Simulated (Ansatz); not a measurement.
Crystal: CuCl2.

```
Cu Cl
1.0
     4.52065    0.00000    0.00000
     0.00000    4.52065    0.00000
     0.00000    0.00000    4.31771
Cu Cl
1 2
Direct
  0.00000 0.00000 0.00000
  0.00000 0.50000 0.00000
  0.50000 0.00000 0.00000
```

Measurements of this composition are mostly on another form, of space group No. 12.

Base run:

| Property | Result |
| --- | --- |
| Program | Ansatz 0.2.0 |
| Functional | LDA |
| Potentials or basis | Ansatz PAW |
| Cutoff | 420 eV (not typed: the program's choice for these potentials) |
| k mesh | 6 × 6 × 6 |
| Occupations | fermi-dirac, width 0.05 eV |
| Spin | no spin polarisation |

Its results: band gap on the k mesh none (metal or under the smearing width); pressure -3.3 GPa.

Problem. The run is repeated on the same cell with these changes: functional from LDA to r2SCAN; cutoff from 420 eV (not typed: the program's choice for these potentials) to 500 eV (not typed: the program's choice for these potentials). What comes out?

Solution. Band gap on the k mesh none (metal or under the smearing width); pressure -0.8 GPa.

Caveats: an odd number of electrons without spin polarisation forces a metal; a magnetic or distorted state may lie lower; the run has no spin polarisation, though such a crystal can be magnetic; semilocal functionals often make such compounds metallic where correlation or magnetic order opens a gap, which also shifts bond lengths; the PAW data sets come from PBE, with cores solved anew for the run's functional, which leaves a small shift of forces and pressure.
